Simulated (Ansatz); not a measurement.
Reaction (formal exchange of groups at the Si–F bond): `CC(S)[SiH2]F` + `C=CCC` → `C[SiH2]C(C)S` + `C=CCF`

Program: Ansatz. Geometries: PBE0-D4/def2-TZVP. ΔE: electronic, gas phase. CCSD(T)/CBS adds triple-zeta CCSD(T) − MP2 to the extrapolated MP2 energy (def2 sets, frozen cores). This one scheme is used for every species. Each species was taken in one conformer, which may not be the lowest.

`CC(S)[SiH2]F`:

```xyz
12

C     1.065   -0.195   -1.018
C    -0.090   -0.611   -0.127
S    -1.714   -0.588   -0.957
Si   -0.391    0.424    1.399
F     0.962    0.589    2.249
H     1.114   -0.815   -1.916
H     0.961    0.846   -1.337
H     2.012   -0.284   -0.480
H     0.019   -1.658    0.177
H    -1.727    0.725   -1.242
H    -0.812    1.784    0.978
H    -1.398   -0.218    2.273
```

`C=CCC`:

Z-matrix (Å, degrees):
```
C
C 1 1.492
C 1 1.525 2 112.5
H 1 1.094 2 109.5 3 122.8
H 1 1.097 2 109.0 3 -120.9
C 2 1.325 1 125.3 3 -120.1
H 2 1.090 1 115.8 3 59.0
H 3 1.093 1 111.1 2 -58.0
H 3 1.092 1 111.2 2 -178.0
H 3 1.092 1 110.9 2 61.6
H 6 1.086 2 121.3 1 -0.7
H 6 1.084 2 121.7 1 179.5
```

`C[SiH2]C(C)S`:

Cartesian coordinates in Å:
```
C 1.732 0.292 -0.928
Si 0.095 -0.600 -1.022
C -1.062 -0.086 0.378
C -0.450 -0.289 1.758
S -1.482 1.683 0.215
H 1.576 1.373 -0.916
H 2.283 0.013 -0.027
H 2.353 0.043 -1.791
H -0.590 -0.306 -2.313
H 0.308 -2.076 -0.941
H -1.990 -0.661 0.312
H -0.203 -1.342 1.912
H -1.141 0.013 2.549
H 0.467 0.294 1.877
H -1.896 1.650 -1.062
```

`C=CCF`:

Cartesian coordinates in Å:
```
C -1.119 0.087 0.804
C 0.060 -0.381 0.426
C 0.815 0.083 -0.767
F 0.144 1.071 -1.451
H -1.617 -0.296 1.686
H -1.619 0.866 0.241
H 0.555 -1.163 0.997
H 1.794 0.483 -0.473
H 0.989 -0.749 -1.461
```

```csv
species,HF/CBS(def2) energy (Eh)
`CC(S)[SiH2]F`,-865.91449
`C=CCC`,-156.17678
`C[SiH2]C(C)S`,-805.99555
`C=CCF`,-216.02373
```

(1) Work out ΔE.

Largest T1 diagnostic among the species: 0.011.

## Answers

(1) ΔE = (-805.99555) + (-216.02373) − (-865.91449) − (-156.17678) = 0.07199 Eh = +189.0 kJ/mol. CCSD(T)/CBS gives +185.6 kJ/mol.

From PBE to PBE0 (25 % exact exchange), in def2-TZVPP and without D4, ΔE moves by +4.0 kJ/mol. The D4 term adds −3.5 kJ/mol with B3LYP and −2.1 kJ/mol with PBE0; it sums over pairs of atoms, weighted by their polarisabilities, and B3LYP, whose exchange is more repulsive, gets the larger term.

B3LYP here is the variant with VWN-RPA as its local correlation; programs differ in this.
